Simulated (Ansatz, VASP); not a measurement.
## Two plane-wave programs on Zn

```
Zn
1.0
     4.39662    0.00000    0.00000
    -2.19831    3.80759    0.00000
     0.00000    0.00000    2.40154
Zn
2
Direct
  0.33333 0.66667 0.00000
  0.66667 0.33333 0.00000
```

Alike in both runs: functional r2SCAN; k mesh 15 × 15 × 22; occupations gaussian, width 0.1 eV; no spin polarisation.

Ansatz relaxed the structure, and its values are those at the end. VASP's run is a single point on that final structure, the one shown.

|  | VASP | Ansatz |
| --- | --- | --- |
| version | VASP 6.6.1 | Ansatz 0.2.0 |
| potentials or method | VASP PAW PBE potentials, release 64 (Zn) | scalar-relativistic, plane waves, PAW |
| plane-wave cutoff (eV) | 520 | 500 |
| valence electrons in the cell | 24 | 24 |

|  | VASP | Ansatz | Ansatz less VASP |
| --- | --- | --- | --- |
| gap on the k mesh at the Fermi level (eV) | none | none | - |
| pressure (GPa) | 0.3 | 0.0 | -0.33 |

A gap of «none» marks a metal or a gap that the smearing closes.

Caveats: the PAW data sets were made with another functional, which shifts forces and pressure a little (VASP).
